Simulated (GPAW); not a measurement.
# TiO2 (C2/c) in GPAW: single point with r2SCAN

Aim: the single point of TiO2 with r2SCAN.

Everything below comes from runs of GPAW 26.7.0. Logs are shortened: lines on timing, memory, paths and dates and some standing lists are left out, and cuts for length are marked. The log counts tension as positive stress, the text compression.

## Step 1: The structure

Symmetry: C2/c, No. 15, monoclinic system. Conventional cell: a = 5.412 Å, b = 5.413 Å, c = 5.472 Å, α = 90.00°, β = 118.77°, γ = 90.00°. Around Ti (site symmetry 2) lie 6 O at 1.93 to 2.00 Å. O (site symmetry 1) is surrounded by 3 Ti at 1.93 to 2.00 Å.

The cell is a database's computed one.

## Step 2: Single point, r2SCAN

run.py

```python
from ase.dft.bandgap import bandgap
from ase.io import write
from ase.spacegroup import crystal
from ase.units import GPa
from gpaw import GPAW, PW

# Ti 4e
# O 8f
atoms = crystal(['Ti', 'O'],
                basis=[[0.5, 0.63411, 0.75],
                       [0.209988, 0.121233, 0.167149]],
                spacegroup=15, setting=1,  # C2/c
                cellpar=[5.412068, 5.41331, 5.47203911, 90.0, 118.7684133, 90.0],
                primitive_cell=True)

calc = GPAW(mode=PW(550),
            xc='MGGA_X_R2SCAN+MGGA_C_R2SCAN',
            kpts={'size': (5, 5, 4), 'gamma': True},
            occupations={'name': 'fermi-dirac', 'width': 0.05},
            nbands=43,
            maxiter=120,
            txt='gpaw.txt')
atoms.calc = calc
energy = atoms.get_potential_energy()
forces = atoms.get_forces()
stress = atoms.get_stress()
calc.write('gs.gpw')
write('result.traj', atoms)
print(f'Energy: {energy:.6f} eV')
print('Forces (eV/A):')
print(forces.round(4))
print('Stress (GPa):', (stress / GPa).round(3))
print('Fermi level:', round(calc.get_fermi_level(), 4), 'eV')
print(f'Gap: {bandgap(calc)[0]:.4f} eV, direct: {bandgap(calc, direct=True)[0]:.4f} eV')
```

Potentials or basis: GPAW PAW data sets (gpaw-data 1.2.1), pw.

Run with:

```bash
OMP_NUM_THREADS=1 python run.py
```

gpaw.txt:

```text
__  _  _
 | _ |_)|_||  |
 |__||  | ||/\| - 26.7.0

Input parameters:
  mode=PW(ecut=550.0),
  kpts=MonkhorstPack(size=(5, 5, 4), gamma=True),
  maxiter=120,
  nbands=43,
  occupations=Occupations(name='fermi-dirac', width=0.05),
  xc=XC(name='MGGA_X_R2SCAN+MGGA_C_R2SCAN')

Diagonalizing LCAO Hamiltonian
Converting LCAO to pw mode

               O
        O
           Ti   Ti
                   O
            O

Atoms  # Å, Bohr magnetons
|   | symbol |         x |         y |        z |    initial magnetic moments |
|---|--------|-----------|-----------|----------|-----------------------------|
| 0 |     Ti |  0.730886 | -1.980676 | 3.597478 | ( 0.0000,  0.0000,  0.0000) |
| 1 |      O |  2.082260 | -0.656272 | 3.994884 | ( 0.0000,  0.0000,  0.0000) |
| 2 |      O | -0.620488 | -0.656272 | 3.200072 | ( 0.0000,  0.0000,  0.0000) |
| 3 |     Ti |  2.047651 |  1.980676 | 1.199159 | ( 0.0000,  0.0000,  0.0000) |
| 4 |      O |  0.696277 |  0.656272 | 0.801753 | ( 0.0000,  0.0000,  0.0000) |
| 5 |      O |  3.399025 |  0.656272 | 1.596565 | ( 0.0000,  0.0000,  0.0000) |

Unit cell  # Å
| periodic |         x |         y |        z |  lengths |     angles |
|----------|-----------|-----------|----------|----------|------------|
|      yes |  2.706034 | -2.706655 | 0.000000 | 3.827349 | 109.893361 |
|      yes |  2.706034 |  2.706655 | 0.000000 | 3.827349 | 109.893361 |
|      yes | -2.633531 |  0.000000 | 4.796637 | 5.472039 |  90.013147 |

Number of symmetries: 2
Symmetry operations  # r_c * U_cc + t_c -> r_c
|   | kind |            matrix            |
|---|------|------------------------------|
| 0 |  E   |  1, 0, 0,  0, 1, 0,  0, 0, 1 |
| 1 |  i   | -1, 0, 0,  0,-1, 0,  0, 0,-1 |

BZ-sampling:
  Number of BZ points: 100
  Number of IBZ points: 51

  Monkhorst-Pack size: [5, 5, 4]
  Monkhorst-Pack shift: [0.0, 0.0, 0.125]

K-points  # in reciprocal-cell coordinates
|     |                                coordinates |     weight |
|-----|--------------------------------------------|------------|
|   0 | (  0.00000000,   0.00000000,   0.00000000) | 0.01000000 |
|   1 | (  0.00000000,   0.00000000,   0.25000000) | 0.02000000 |
|   2 | (  0.00000000,   0.00000000,   0.50000000) | 0.01000000 |
|   3 | (  0.00000000,   0.20000000,  -0.25000000) | 0.02000000 |
|   4 | (  0.00000000,   0.20000000,   0.00000000) | 0.02000000 |
|   5 | (  0.00000000,   0.20000000,   0.25000000) | 0.02000000 |
|   6 | (  0.00000000,   0.20000000,   0.50000000) | 0.02000000 |
|   7 | (  0.00000000,   0.40000000,  -0.25000000) | 0.02000000 |
|   8 | (  0.00000000,   0.40000000,   0.00000000) | 0.02000000 |
|   9 | (  0.00000000,   0.40000000,   0.25000000) | 0.02000000 |
| ... |                                            |            |
|  50 | (  0.40000000,   0.40000000,   0.50000000) | 0.02000000 |

Plane wave coefficients: 2089
Cutoff: 550.0 eV

Spin-components: 1 (collinear spins)
Bands:           43
Projectors:      32
Spin-degeneracy: 2
Datatype:        complex128

Parallelization:
  kpt:    1
  domain: 1
  band:   1

Density:
  Valence electrons: 48.0
  Components: 1
  Grid points: [21 21 30]
  Charge: 0.0  # |e|

Potential:
  Grid points: [21 21 30]

species:
  Ti:
    name:    Titanium
    Z:       22.0
    valence: 12
    core:    10
    charge:  0.0  # [|e|]
    compensation charges:
      type: gauss
      rc: 0.38  # [Å]
      lmax: 2
    cutoffs:
      filter: 2.23  # [Å]
      core: 1.02  # [Å]
    projectors
    | kind |    occ | energy [eV] | rcut [Å] |
    |------|--------|-------------|----------|
    |   3s |  2.000 |     -62.623 |    1.270 |
    |   4s |  2.000 |      -4.466 |    1.270 |
    |   3p |  6.000 |     -38.862 |    1.058 |
    |   4p |  0.000 |      -1.466 |    1.058 |
    |   3d |  2.000 |      -4.258 |    1.058 |
    |    d |        |      22.953 |    1.058 |

    Using partial waves for Ti as LCAO basis

  O:
    name:    Oxygen
    Z:       8.0
    valence: 6
    core:    2
    charge:  0.0  # [|e|]
    compensation charges:
      type: gauss
      rc: 0.21  # [Å]
      lmax: 2
    cutoffs:
      filter: 1.17  # [Å]
      core: 0.83  # [Å]
    projectors
    | kind |    occ | energy [eV] | rcut [Å] |
    |------|--------|-------------|----------|
    |   2s |  2.000 |     -23.961 |    0.688 |
    |   2p |  4.000 |      -9.029 |    0.598 |
    |    s |        |       3.251 |    0.688 |
    |    p |        |      18.182 |    0.598 |
    |    d |        |       0.000 |    0.619 |

    Using partial waves for O as LCAO basis

Reference energy: -54611.437768  # eV

eigensolver:
  PPCG
  Converge bands: occupied
  niter=2

density mixing:
  MSR1-Mixer
  Pratt-step length: 0.05
  Maximum mixing coefficient: 0.75
  Old densities: 10
  SVD Regularization: 0.005
  Good broyden scale: 1.0
  Trust region scale: 1.0
  Backstep threshold: 4.0
  History deletion threshold: 6.0
  Fourier metric: weight=20.0, sigma=0.015

occupation numbers:
  Fermi-Dirac:
    width: 0.0500  # eV

poisson solver:
  ecut: 4400.0  # eV

xc functional:
  name: MGGA_X_R2SCAN+MGGA_C_R2SCAN with 2 nearest neighbor stencil

convergence criteria:
- Maximum [total energy] change in last 3 cyles: 0.0005 eV / valence electron
- Maximum integral of absolute [dens]ity change: 0.0001 electrons / valence electron
- Maximum integral of absolute [eigenst]ate change: 4e-08 eV^2 / valence electron
maximum number of iterations: 120

SCF iterations
|iter     | |      energy | eigst |  dens |
|---------|-|-------------|-------|-------|
|iter:   1| |  -95.524772 | -0.31 |       |
|iter:   2| |  -73.158670 | -1.45 | -0.78 |
|iter:   3| |  -73.652833 | -0.23 | -0.82 |
|iter:   4| |  -66.893796 | -0.94 | -0.75 |
|iter:   5| |  -66.655687 | -2.09 | -1.48 |
|iter:   6| |  -66.703172 | -2.09 | -1.64 |
|iter:   7| |  -66.648805 | -3.35 | -1.92 |
|iter:   8| |  -66.642082 | -3.81 | -2.41 |
|iter:   9| |  -66.642186c| -5.42 | -3.51 |
|iter:  10| |  -66.642180c| -6.53 | -3.72 |
|iter:  11| |  -66.642176c| -6.99 | -3.89 |
|iter:  12| |  -66.642176c| -7.97c| -4.72c|

Converged in 12 steps
Energy contributions relative to reference atoms: (reference = -54611.437768)

Energy contributions:
  Kinetic:          38.963289
  Coulomb:         -48.619396
  Zero:              0.260131
  External:          0.000000
  Xc:              -57.246199
  Entropy:          -0.000000
  Spinorbit:         0.000000
  ----------------------------
  Free energy:     -66.642176
  Extrapolated:    -66.642176

dipole moment: (0.000001, 0.000000, 0.000002)  # |e|*Ang

Fermi level: 4.712
Eigenvalues  # (at kpt = [0.000, 0.000, 0.000])
| band index |      eig [eV] | occ [0-2] |
|------------|---------------|-----------|
|          0 |       -55.257 |     2.000 |
|        ... |               |           |
|         16 |         1.391 |     2.000 |
|         17 |         1.416 |     2.000 |
|         18 |         1.444 |     2.000 |
|         19 |         2.637 |     2.000 |
|         20 |         2.680 |     2.000 |
|         21 |         2.705 |     2.000 |
[... 8 lines left out ...]
|         30 |         8.593 |     0.000 |
|         31 |         8.868 |     0.000 |
|        ... |               |           |
|         42 |        22.395 |     0.000 |

Gap: 2.446 eV
Transition (v -> c):
  (s=0, k=32, n=23, [0.40, -0.40, 0.00]) -> (s=0, k=0, n=24, [0.00, 0.00, 0.00])
Direct/indirect transitions are different
Direct gap: 2.808 eV
Transition at: (s=0, k=1, n=23, [0.00, 0.00, 0.25])

Forces  # eV/Ang
|        x |        y |        z |
|----------|----------|----------|
|  0.00000 | -0.07247 |  0.00005 |  # Ti   0
| -0.00237 | -0.04541 |  0.19183 |  # O    1
|  0.00237 | -0.04541 | -0.19180 |  # O    2
| -0.00000 |  0.07247 | -0.00005 |  # Ti   3
|  0.00237 |  0.04541 | -0.19183 |  # O    4
| -0.00237 |  0.04541 |  0.19180 |  # O    5

Stress tensor  # eV/Ang^3
|         x |         y |        z |
|-----------|-----------|----------|
|  0.093653 | -0.000000 | 0.002270 |
| -0.000000 |  0.094153 | 0.000000 |
|  0.002270 |  0.000000 | 0.093509 |

# Writing to gs.gpw (mode='')
```

Run time: 5.8 min. Hardware: 1 thread of Arm Neoverse V1, shared host; peak memory 0.34 GiB.

The run converged, but some of its settings lie outside the range that counts as converged, so its numbers aren't taken as properties of the crystal.

Results:

- Free energy: -66.6422 eV
- Pressure: -15.0 GPa
- Largest force: 0.197 eV/Å
- Band gap on the k mesh: 2.45 eV, indirect (least direct gap 2.81 eV)

Caveat: the cutoff is short for stress and forces, so pressures can be off by a GPa or more; the PAW data sets were made with another functional, which shifts forces and pressure a little; an odd mesh through Γ misses points on the zone boundary, where band edges often lie.
